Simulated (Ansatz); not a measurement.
**CdS (Hawleyite) under changes of volume**

One of the cells (24.808 Å³/atom); the others are scaled copies at fixed shape and fractional positions:

```xyz
2
Lattice="0.0000 2.9165 2.9165 2.9165 0.0000 2.9165 2.9165 2.9165 0.0000" Properties=species:S:1:pos:R:3 pbc="T T T"
Cd    0.0000    0.0000    0.0000
S     4.3748    4.3748    4.3748
```

* Program: Ansatz 0.2.0
* Functional: PBE
* Dispersion: D3(BJ)
* Potentials or basis: PseudoDojo standard (PBE files)
* Cutoff: 1388 eV
* Density cutoff: 5551 eV
* k mesh: 8 × 8 × 8
* Occupations: fermi-dirac, width 0.1 eV
* Spin: spin-orbit coupling, no magnetisation

| volume (Å³/atom) | energy over the lowest point (meV/atom) | pressure (GPa) | gap on the mesh (eV) |
| --- | --- | --- | --- |
| 23.319 | 25.65 | 5.1 | 1.26 |
| 23.815 | 12.53 | 3.4 | 1.22 |
| 24.312 | 4.21 | 2.0 | 1.17 |
| 24.808 | 0.18 | 0.7 | 1.13 |
| 25.304 | 0.00 | -0.5 | 1.09 |
| 25.800 | 3.25 | -1.6 | 1.04 |
| 26.296 | ? | ? | ? |

**Question.** What does the run at 26.296 Å³/atom give?

**Answer.** Energy over the lowest point 9.59 meV/atom; pressure -2.5 GPa; gap on the mesh 1.00 eV.

Worked out: A Birch-Murnaghan fit of order 3 (a polynomial in V^(-2/3)) to the other rows has its minimum at 25.08 Å³/atom with B0 = V·E''(V) = 59 GPa and B' = 4.6. It gives 9.57 meV/atom at 26.296 Å³/atom, against the run's 9.59, and -dE/dV = -2.5 GPa, against -2.5. A straight line through the other rows of the gap, of slope -2.16 eV per unit of ln V (its deformation potential), extrapolates to 1.00 eV, against the run's 1.00.

Energies are extrapolated to zero smearing.
